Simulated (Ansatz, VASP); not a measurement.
**One calculation of CaF2 (Fluorite), two programs**

The input INCAR:

```
SYSTEM = CaF2
PREC = Accurate ; ENCUT = 600
EDIFF = 1E-6 ; ISMEAR = 0
SIGMA = 0.02 ; LREAL = .FALSE.
LASPH = .TRUE. ; NELM = 60
ALGO = Normal ; ISIF = 3
LWAVE = .FALSE. ; LCHARG = .FALSE.
GGA = PS ; IBRION = 2
NSW = 70 ; EDIFFG = -0.005
```

The input KPOINTS:

```
Automatic mesh
0
G
  8 8 8
  0 0 0
```

Contents of POSCAR:

```
CaF2
1.0
    0.0000000000      2.7552132234      2.7552132234
    2.7552132234      0.0000000000      2.7552132234
    2.7552132234      2.7552132234      0.0000000000
Ca F
1 2
Direct
    0.0000000000      0.0000000000      0.0000000000
    0.2500000000      0.2500000000      0.2500000000
    0.7500000000      0.7500000000      0.7500000000
```

Input for Ansatz:

```yaml
crystal:
  lattice:
    - [0.0, 2.7552132234, 2.7552132234]
    - [2.7552132234, 0.0, 2.7552132234]
    - [2.7552132234, 2.7552132234, 0.0]
  atoms:
    - { symbol: Ca, position: [0.0, 0.0, 0.0] }
    - { symbol: F, position: [0.25, 0.25, 0.25] }
    - { symbol: F, position: [0.75, 0.75, 0.75] }
basis:
  ecutwfc: 420
kpoints:
  mp_grid: { grid: [8, 8, 8] }
hamiltonian:
  xc: pbesol
scf:
  occupations: { method: gaussian, width: 0.02 }
output:
  forces: true
  stress: true
  eigenvalues: true
relax:
  adjacent_minimum: "off"
  f_tol: 0.005
  max_steps: 50
  cell: { stress_tol: 0.05 }
```

Alike in both runs: task relaxation of cell and atoms; functional PBEsol; k mesh 8 × 8 × 8; occupations gaussian, width 0.02 eV; no spin polarisation.

```csv
,VASP,Ansatz
version,VASP 6.6.1,Ansatz 0.2.0
potentials or method,"VASP PAW PBE potentials, release 64 (Ca_sv, F)","scalar-relativistic, plane waves, PAW"
plane-wave cutoff (eV),600,420
valence electrons in the cell,24,24
```

VASP gave:

```
gap on the k mesh at the Fermi level, each at its own relaxed structure (eV) : 7.21
relaxed volume (Å³/atom)                                                     : 13.30
relaxed cell length with the largest relative difference (Å)                 : 3.835
energy change over the relaxation (meV/atom)                                 : -8
```

**Question.** Which values does Ansatz return?

**Answer.** gap on the k mesh at the Fermi level, each at its own relaxed structure (eV): 7.25; relaxed volume (Å³/atom): 13.27; relaxed cell length with the largest relative difference (Å): 3.833; energy change over the relaxation (meV/atom): -8.

Caveats: the PAW data sets were made with another functional, which shifts forces and pressure a little (VASP). A k mesh can miss the band edges.
